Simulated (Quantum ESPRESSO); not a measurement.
# Ir (Fm-3m) in Quantum ESPRESSO: a series of runs

One crystal, Ir, is run at these levels: PBEsol; tasks: single point, equation of state.

Program: Quantum ESPRESSO 7.5. These are calculated values, not measurements. Logs are shortened: lines on timing, memory, paths and dates and some standing lists are left out, and cuts for length are marked.

## (1) The structure

Symmetry: Fm-3m, No. 225, cubic system. The conventional cell has a = 3.831 Å, b = 3.831 Å, c = 3.831 Å, α = 90.00°, β = 90.00°, γ = 90.00°. Ir (site symmetry m-3m) has 12 Ir at 2.71 Å as nearest neighbours.

## (2) Single point, PBEsol, 13.22 Å³/atom

The input, pw.in:

```
&CONTROL
  calculation = 'scf'
  prefix = 'pwscf'
  outdir = './tmp'
  pseudo_dir = './pseudo'
  tstress = .true.
  disk_io = 'nowf'
/
&SYSTEM
  ibrav = 0
  nat = 1
  ntyp = 1
  ecutwfc = 45
  ecutrho = 360
  nbnd = 13
  occupations = 'smearing'
  smearing = 'fd'
  degauss = 0.00367493
/
&ELECTRONS
  conv_thr = 2d-10
  electron_maxstep = 120
  mixing_beta = 0.5
/
ATOMIC_SPECIES
Ir   192.2170 ir_pbesol_v1.2.uspp.F.UPF
CELL_PARAMETERS angstrom
   0.0000000000    1.8764951499    1.8764951499
   1.8764951499    0.0000000000    1.8764951499
   1.8764951499    1.8764951499    0.0000000000
ATOMIC_POSITIONS crystal
Ir     0.0000000000    0.0000000000    0.0000000000
K_POINTS automatic
12 12 12 0 0 0
```

Potentials or basis: GBRV 1.5 PBEsol.

Started as:

```sh
$ OMP_NUM_THREADS=1 mpirun -n 2 pw.x -nk 2 -in pw.in > pw.out
```

pw.out:

```text
This program is part of the open-source Quantum ESPRESSO suite
     for quantum simulation of materials; please cite
[... 13 lines left out ...]
     --------------------
     sticks:   dense  smooth     PW     G-vecs:    dense   smooth      PW
     Sum         625     313    109                10177     3695     725

     Using Slab Decomposition

     bravais-lattice index     =            0
     lattice parameter (alat)  =       5.0149  a.u.
     unit-cell volume          =      89.1803 (a.u.)^3
     number of atoms/cell      =            1
     number of atomic types    =            1
     number of electrons       =        15.00
     number of Kohn-Sham states=           13
     kinetic-energy cutoff     =      45.0000  Ry
     charge density cutoff     =     360.0000  Ry
     scf convergence threshold =      2.0E-10
     mixing beta               =       0.5000
     number of iterations used =            8  plain     mixing
     Exchange-correlation= SLA  PW   PSX  PSC
                           (   1   4  10   8   0   0   0)

     celldm(1)=   5.014889  celldm(2)=   0.000000  celldm(3)=   0.000000
     celldm(4)=   0.000000  celldm(5)=   0.000000  celldm(6)=   0.000000

     crystal axes: (cart. coord. in units of alat)
               a(1) = (   0.000000   0.707107   0.707107 )
               a(2) = (   0.707107   0.000000   0.707107 )
               a(3) = (   0.707107   0.707107   0.000000 )

     reciprocal axes: (cart. coord. in units 2 pi/alat)
               b(1) = ( -0.707107  0.707107  0.707107 )
               b(2) = (  0.707107 -0.707107  0.707107 )
               b(3) = (  0.707107  0.707107 -0.707107 )

     PseudoPot. # 1 for Ir read from file:
     ir_pbesol_v1.2.uspp.F.UPF
     Pseudo is Ultrasoft + core correction, Zval = 15.0
     Generated by new atomic code, or converted to UPF format
     Using radial grid of  983 points,  7 beta functions with:
                l(1) =   0
                l(2) =   0
                l(3) =   1
                l(4) =   1
                l(5) =   1
                l(6) =   2
                l(7) =   2
     Q(r) pseudized with  8 coefficients,  rinner =    1.400   1.400   1.400
                                                       1.400   1.400

     atomic species   valence    mass     pseudopotential
     Ir               15.00   192.21700     Ir( 1.00)

     48 Sym. Ops., with inversion, found

   Cartesian axes

     site n.     atom                  positions (alat units)
         1        Ir     tau(   1) = (   0.0000000   0.0000000   0.0000000  )

     number of k points=    72  Fermi-Dirac smearing, width (Ry)=  0.0037
                       cart. coord. in units 2pi/alat
        k(    1) = (   0.0000000   0.0000000   0.0000000), wk =   0.0011574
        k(    2) = (   0.0589256   0.0589256  -0.0589256), wk =   0.0092593
        k(    3) = (   0.1178511   0.1178511  -0.1178511), wk =   0.0092593
        k(    4) = (   0.1767767   0.1767767  -0.1767767), wk =   0.0092593
        k(    5) = (   0.2357023   0.2357023  -0.2357023), wk =   0.0092593
        k(    6) = (   0.2946278   0.2946278  -0.2946278), wk =   0.0092593
[... 64 lines left out ...]
        k(   71) = (  -0.7071068   0.2357023   0.0000000), wk =   0.0138889
        k(   72) = (  -0.7071068   0.3535534   0.0000000), wk =   0.0069444

     Dense  grid:    10177 G-vectors     FFT dimensions: (  32,  32,  32)

     Smooth grid:     3695 G-vectors     FFT dimensions: (  24,  24,  24)

     Initial potential from superposition of free atoms

     starting charge      14.5000, renormalised to      15.0000

     negative rho (up, down):  3.723E-01 0.000E+00
     Starting wfcs are   12 randomized atomic wfcs +    1 random wfcs

     Self-consistent Calculation

     iteration #  1     ecut=    45.00 Ry     beta= 0.50
     Davidson diagonalization with overlap
     ethr =  1.00E-02,  avg # of iterations =  4.2

     negative rho (up, down):  3.243E-01 0.000E+00

     total energy              =    -181.56256044 Ry
     estimated scf accuracy    <       0.60309921 Ry

     iteration #  2     ecut=    45.00 Ry     beta= 0.50
     Davidson diagonalization with overlap
     ethr =  4.02E-03,  avg # of iterations =  2.1

     negative rho (up, down):  3.153E-01 0.000E+00

     total energy              =    -181.65756302 Ry
     estimated scf accuracy    <       0.00690747 Ry
[... 37 lines left out ...]
     iteration #  7     ecut=    45.00 Ry     beta= 0.50
     Davidson diagonalization with overlap
     ethr =  1.47E-10,  avg # of iterations =  2.0

     negative rho (up, down):  3.122E-01 0.000E+00

     total energy              =    -181.65875250 Ry
     estimated scf accuracy    <          2.3E-09 Ry

     iteration #  8     ecut=    45.00 Ry     beta= 0.50
     Davidson diagonalization with overlap
     ethr =  1.56E-11,  avg # of iterations =  2.0

     negative rho (up, down):  3.122E-01 0.000E+00

     End of self-consistent calculation

          k = 0.0000 0.0000 0.0000 (   459 PWs)   bands (ev):

   -22.4805 -22.4805 -22.4805  15.1408  22.6493  22.6493  22.6493  25.6579
    25.6579  37.6731  40.3597  46.2596  46.2596

          k = 0.0589 0.0589-0.0589 (   456 PWs)   bands (ev):

   -22.5515 -22.4900 -22.4900  15.4732  22.4686  22.7914  22.7914  25.5618
    25.5618  37.6729  40.9474  44.9625  46.8320

          k = 0.1179 0.1179-0.1179 (   459 PWs)   bands (ev):

   -22.7427 -22.5159 -22.5159  16.3740  22.1138  23.0803  23.0803  25.4629
    25.4629  37.6724  42.1349  43.0912  48.4514

          k = 0.1768 0.1768-0.1768 (   465 PWs)   bands (ev):

   -22.9980 -22.5511 -22.5511  17.4638  22.1139  23.1328  23.1328  25.8290
    25.8290  37.6709  40.5625  43.6798  50.8468
[... 103 lines left out ...]
   -23.3111 -22.8058 -22.6214  19.2660  21.9499  22.8244  23.5115  26.3439
    29.9528  37.3338  37.7141  42.6115  44.4936

          k =-0.0589-0.2946 0.2946 (   457 PWs)   bands (ev):

   -23.1578 -22.7646 -22.5778  19.0781  21.6120  22.5041  23.7989  25.1129
    28.6217  37.6683  40.0572  43.8803  45.4235

          k = 0.0000-0.2357 0.2357 (   457 PWs)   bands (ev):

   -22.9865 -22.6830 -22.5395  18.1061  21.4371  22.9894  23.9791  24.3662
    27.2316  37.6711  41.6963  44.6560  47.0300

          k = 0.3536 0.0000 0.0000 (   456 PWs)   bands (ev):

   -22.9766 -22.6681 -22.6681  18.2700  20.4489  23.5940  24.8602  24.8602
    26.7195  37.6716  44.8977  45.6065  45.6065

          k = 0.4125 0.0589-0.0589 (   453 PWs)   bands (ev):

   -23.1187 -22.7218 -22.7113  18.8583  20.1189  23.3393  25.2419  26.2035
    27.2564  37.6706  42.6475  44.4606  45.0446

          k = 0.4714 0.1179-0.1179 (   454 PWs)   bands (ev):

   -23.2485 -22.7975 -22.7365  19.2127  20.3040  23.0133  25.0770  27.9885
    28.4490  37.6638  39.0608  43.6655  43.7926

          k =-0.1768-0.5303 0.5303 (   453 PWs)   bands (ev):

   -23.3197 -22.8876 -22.7374  19.3785  20.8084  22.9244  24.7559  28.1830
    31.2063  35.6250  37.6795  42.6629  43.8238
[... 43 lines left out ...]
   -23.3722 -22.8276 -22.8276  18.4324  19.0332  27.1411  27.7909  27.9111
    27.9111  37.6637  39.9427  39.9427  40.6484

          k =-0.0589-0.6482 0.6482 (   454 PWs)   bands (ev):

   -23.3988 -22.8752 -22.8368  18.4496  19.0523  26.5320  27.5097  28.4543
    30.3253  37.4302  37.7340  39.6222  40.0713

          k = 0.0000-0.5893 0.5893 (   458 PWs)   bands (ev):

   -23.3565 -22.9643 -22.8163  18.7843  19.5439  25.1664  26.8716  28.1842
    32.9459  35.2716  37.6742  39.7268  40.8777

          k =-0.7071 0.0000 0.0000 (   460 PWs)   bands (ev):

   -23.4308 -22.8521 -22.8521  18.2299  18.8390  27.9733  28.6449  28.6449
    28.7002  37.6379  38.5940  38.7757  38.7757

          k = 0.2357 0.1179 0.0000 (   462 PWs)   bands (ev):

   -22.8262 -22.6039 -22.5414  17.1520  21.4960  23.3064  23.6666  24.6086
    26.2871  37.6721  43.0654  43.7148  46.9918

          k = 0.2946 0.1768-0.0589 (   457 PWs)   bands (ev):

   -23.0242 -22.6700 -22.5714  18.2457  21.3084  22.8764  23.8953  25.0582
    27.1694  37.6709  41.4993  44.6360  47.2342

          k = 0.3536 0.2357-0.1179 (   451 PWs)   bands (ev):

   -23.2257 -22.7187 -22.6109  18.8897  21.9702  22.3326  23.6470  26.2452
    28.4042  37.6647  39.1030  43.1322  45.9959

          k =-0.2946-0.4125 0.5303 (   452 PWs)   bands (ev):

   -23.3724 -22.7466 -22.6453  18.9475  21.9257  23.1987  23.4901  27.3829
    29.7417  36.2081  37.6836  41.9993  45.2031

          k =-0.2357-0.3536 0.4714 (   452 PWs)   bands (ev):

   -23.4258 -22.7551 -22.6593  18.9167  21.7844  23.2489  24.0299  27.7968
    30.6976  34.5585  37.6788  41.6582  45.2933

          k = 0.3536 0.1179 0.0000 (   458 PWs)   bands (ev):

   -23.0338 -22.7009 -22.6363  18.5870  20.6240  22.9180  24.8535  25.1260
    27.2003  37.6711  42.7355  45.2121  46.2064

          k = 0.4125 0.1768-0.0589 (   452 PWs)   bands (ev):

   -23.1827 -22.7769 -22.6719  19.3428  20.6787  22.3570  24.8183  26.3432
    28.5085  37.6683  40.3020  44.0127  44.5096

          k =-0.2357-0.4714 0.5893 (   455 PWs)   bands (ev):

   -23.2986 -22.8398 -22.7035  19.5414  21.1994  22.2549  24.4922  27.5136
    30.2358  37.0155  37.6936  43.2210  43.6660

          k =-0.1768-0.4125 0.5303 (   454 PWs)   bands (ev):

   -23.3494 -22.8877 -22.7100  19.6496  21.1681  22.8940  24.1861  27.7313
    32.3146  34.3898  37.6778  42.6353  43.8666
[... 43 lines left out ...]
   -23.3483 -22.8667 -22.8244  18.7848  19.3356  25.0265  27.2420  27.9088
    30.1686  37.6479  38.3738  39.7916  41.7433

          k =-0.0589-0.5303 0.6482 (   454 PWs)   bands (ev):

   -23.3342 -22.9559 -22.8290  19.0369  19.7073  24.4033  26.5358  28.3243
    32.7074  35.9906  37.6791  39.4858  41.1964

          k =-0.0000-0.4714 0.5893 (   453 PWs)   bands (ev):

   -23.2553 -23.0722 -22.7975  19.4784  20.4436  23.3881  25.7132  27.9440
    34.0061  35.3792  37.6697  39.0344  42.3187

          k =-0.7071 0.1179-0.0000 (   456 PWs)   bands (ev):

   -23.3932 -22.8921 -22.8549  18.5724  19.1563  25.9837  27.3210  28.6466
    31.5010  36.9500  37.7019  38.6362  40.2714

          k =-0.2357-0.4714 0.7071 (   452 PWs)   bands (ev):

   -23.2368 -22.8959 -22.7097  20.1237  20.5790  21.8510  25.5728  26.3847
    30.2583  37.6623  39.0037  41.6306  43.9847

          k =-0.1768-0.4125 0.6482 (   452 PWs)   bands (ev):

   -23.2619 -22.9846 -22.7499  20.3379  20.8661  21.8123  25.1723  27.3221
    32.0092  36.8299  37.6866  40.7609  43.2901

          k =-0.1179-0.3536 0.5893 (   452 PWs)   bands (ev):

   -23.2676 -23.0179 -22.7673  20.5523  20.5802  22.2333  24.8420  27.6775
    34.1523  34.2803  37.6764  41.1989  42.5920

          k =-0.1179-0.4714 0.7071 (   453 PWs)   bands (ev):

   -23.2814 -22.9726 -22.8147  19.6866  20.2204  22.8611  26.0216  27.9025
    32.3381  37.3289  37.7223  39.1240  42.1834

          k =-0.0589-0.4125 0.6482 (   454 PWs)   bands (ev):

   -23.2253 -23.0717 -22.8305  19.9484  20.8037  22.3891  25.2593  28.2705
    34.4919  35.6572  37.6731  38.7553  41.6144

          k = 0.0000-0.3536 0.5893 (   454 PWs)   bands (ev):

   -23.1840 -23.1151 -22.8021  20.2883  21.3046  21.6181  25.0784  27.9008
    33.4333  37.6131  37.6319  37.9484  42.4233

          k =-0.7071 0.2357 0.0000 (   454 PWs)   bands (ev):

   -23.2898 -23.0005 -22.8606  19.4317  20.0904  23.5861  25.8367  28.6500
    34.2379  36.0417  37.6877  38.0086  40.9526

          k =-0.7071 0.3536 0.0000 (   464 PWs)   bands (ev):

   -23.1464 -23.1464 -22.8635  20.0279  21.5914  21.5914  24.9333  28.6516
    35.7923  36.5327  36.5327  37.6866  41.0707

     the Fermi energy is    27.0130 ev

!    total energy              =    -181.65875251 Ry
     estimated scf accuracy    <          4.4E-11 Ry
     smearing contrib. (-TS)   =      -0.00030304 Ry
     internal energy E=F+TS    =    -181.65844946 Ry

     The total energy is F=E-TS. E is the sum of the following terms:
     one-electron contribution =      -2.25221938 Ry
     hartree contribution      =      16.35900337 Ry
     xc contribution           =     -50.30895073 Ry
     ewald contribution        =    -145.45628271 Ry

     convergence has been achieved in   8 iterations

     Computing stress (Cartesian axis) and pressure

     negative rho (up, down):  3.122E-01 0.000E+00
          total   stress  (Ry/bohr**3)                   (kbar)     P=      270.86
   0.00184125   0.00000000   0.00000000          270.86        0.00        0.00
   0.00000000   0.00184125   0.00000000            0.00      270.86        0.00
   0.00000000   0.00000000   0.00184125            0.00        0.00      270.86

=------------------------------------------------------------------------------=
   JOB DONE.
=------------------------------------------------------------------------------=
```

Run time: 3.7 s. Hardware: 2 MPI ranks of Intel Xeon 6975P-C (Granite Rapids), shared host; peak memory 0.14 GiB.

Results:

* Free energy: -2471.5932 eV
* Pressure: 27.1 GPa
* Band gap on the k mesh: none (metal or under the smearing width)

## (3) Single point, PBEsol, 13.50 Å³/atom

Changes to pw.in since step 2:

```diff
@@ -27,5 +27,5 @@
 CELL_PARAMETERS angstrom
-   0.0000000000    1.8764951499    1.8764951499
-   1.8764951499    0.0000000000    1.8764951499
-   1.8764951499    1.8764951499    0.0000000000
+   0.0000000000    1.8897103398    1.8897103398
+   1.8897103398    0.0000000000    1.8897103398
+   1.8897103398    1.8897103398    0.0000000000
 ATOMIC_POSITIONS crystal
```

Potentials or basis: GBRV 1.5 PBEsol.

Started as:

```sh
$ OMP_NUM_THREADS=1 mpirun -n 2 pw.x -nk 2 -in pw.in > pw.out
```

Wall time 3.7 s (2 MPI ranks of Intel Xeon 6975P-C (Granite Rapids), shared host); peak memory 0.14 GiB.

The run converged. Its results:

```yaml
Free_energy: -2471.6318 eV
Pressure: 16.7 GPa
Band_gap_on_the_k_mesh: none (metal or under the smearing width)
```

## (4) Single point, PBEsol, 13.78 Å³/atom

Changes to pw.in since step 3:

```diff
@@ -27,5 +27,5 @@
 CELL_PARAMETERS angstrom
-   0.0000000000    1.8897103398    1.8897103398
-   1.8897103398    0.0000000000    1.8897103398
-   1.8897103398    1.8897103398    0.0000000000
+   0.0000000000    1.9027432368    1.9027432368
+   1.9027432368    0.0000000000    1.9027432368
+   1.9027432368    1.9027432368    0.0000000000
 ATOMIC_POSITIONS crystal
```

Started as:

```sh
$ OMP_NUM_THREADS=1 mpirun -n 2 pw.x -nk 2 -in pw.in > pw.out
```

Run time: 3.9 s. Hardware: 2 MPI ranks of Intel Xeon 6975P-C (Granite Rapids), shared host; peak memory 0.14 GiB.

It converged, with:

```yaml
Free_energy: -2471.6531 eV
Pressure: 7.5 GPa
Band_gap_on_the_k_mesh: none (metal or under the smearing width)
```

## (5) Single point, PBEsol, 14.06 Å³/atom

Changes to pw.in since step 4:

```diff
@@ -27,5 +27,5 @@
 CELL_PARAMETERS angstrom
-   0.0000000000    1.9027432368    1.9027432368
-   1.9027432368    0.0000000000    1.9027432368
-   1.9027432368    1.9027432368    0.0000000000
+   0.0000000000    1.9156000000    1.9156000000
+   1.9156000000    0.0000000000    1.9156000000
+   1.9156000000    1.9156000000    0.0000000000
 ATOMIC_POSITIONS crystal
```

Started as:

```sh
$ OMP_NUM_THREADS=1 mpirun -n 2 pw.x -nk 2 -in pw.in > pw.out
```

It took 4.1 s on 2 MPI ranks of Intel Xeon 6975P-C (Granite Rapids), shared host; peak memory 0.14 GiB.

Results (log left out):

```
Free energy            : -2471.6591 eV
Pressure               : -0.7 GPa
Band gap on the k mesh : none (metal or under the smearing width)
```

## (6) Single point, PBEsol, 14.34 Å³/atom

Changes to pw.in since step 5:

```diff
@@ -27,5 +27,5 @@
 CELL_PARAMETERS angstrom
-   0.0000000000    1.9156000000    1.9156000000
-   1.9156000000    0.0000000000    1.9156000000
-   1.9156000000    1.9156000000    0.0000000000
+   0.0000000000    1.9282864624    1.9282864624
+   1.9282864624    0.0000000000    1.9282864624
+   1.9282864624    1.9282864624    0.0000000000
 ATOMIC_POSITIONS crystal
```

Potentials or basis: GBRV 1.5 PBEsol.

Started as:

```sh
$ OMP_NUM_THREADS=1 mpirun -n 2 pw.x -nk 2 -in pw.in > pw.out
```

Wall time 4 s (2 MPI ranks of Intel Xeon 6975P-C (Granite Rapids), shared host); peak memory 0.14 GiB.

It converged, with:

| Item | Value |
| --- | --- |
| Free energy | -2471.6516 eV |
| Pressure | -7.9 GPa |
| Band gap on the k mesh | none (metal or under the smearing width) |

## (7) Single point, PBEsol, 14.62 Å³/atom

Changes to pw.in since step 6:

```diff
@@ -27,5 +27,5 @@
 CELL_PARAMETERS angstrom
-   0.0000000000    1.9282864624    1.9282864624
-   1.9282864624    0.0000000000    1.9282864624
-   1.9282864624    1.9282864624    0.0000000000
+   0.0000000000    1.9408081540    1.9408081540
+   1.9408081540    0.0000000000    1.9408081540
+   1.9408081540    1.9408081540    0.0000000000
 ATOMIC_POSITIONS crystal
```

Started as:

```sh
$ OMP_NUM_THREADS=1 mpirun -n 2 pw.x -nk 2 -in pw.in > pw.out
```

It took 3.8 s on 2 MPI ranks of Intel Xeon 6975P-C (Granite Rapids), shared host; peak memory 0.14 GiB.

Results (log left out):

* Free energy: -2471.6322 eV
* Pressure: -14.4 GPa
* Band gap on the k mesh: none (metal or under the smearing width)

## (8) Single point, PBEsol, 14.90 Å³/atom

Changes to pw.in since step 7:

```diff
@@ -27,5 +27,5 @@
 CELL_PARAMETERS angstrom
-   0.0000000000    1.9408081540    1.9408081540
-   1.9408081540    0.0000000000    1.9408081540
-   1.9408081540    1.9408081540    0.0000000000
+   0.0000000000    1.9531703226    1.9531703226
+   1.9531703226    0.0000000000    1.9531703226
+   1.9531703226    1.9531703226    0.0000000000
 ATOMIC_POSITIONS crystal
```

Started as:

```sh
$ OMP_NUM_THREADS=1 mpirun -n 2 pw.x -nk 2 -in pw.in > pw.out
```

It took 4 s on 2 MPI ranks of Intel Xeon 6975P-C (Granite Rapids), shared host; peak memory 0.14 GiB.

The run converged. Its results:

| Quantity | Value |
| --- | --- |
| Free energy | -2471.6022 eV |
| Pressure | -20.0 GPa |
| Band gap on the k mesh | none (metal or under the smearing width) |

## (9) Equation of state, PBEsol

Potentials or basis: GBRV 1.5 PBEsol.

No new run: the results of the series are fitted here.

Results:

```yaml
Equilibrium_volume: 14.04 Å³/atom
Bulk_modulus: 387 GPa
Pressure_derivative_of_the_bulk_modulus: 5.1
```

Energy against volume, from the lowest point:
```
volume (Å³/atom)  energy (meV/atom)
          13.215              65.89
          13.496              27.35
          13.778               6.05
          14.059               0.00
          14.340               7.49
          14.621              26.93
          14.902              56.96
```
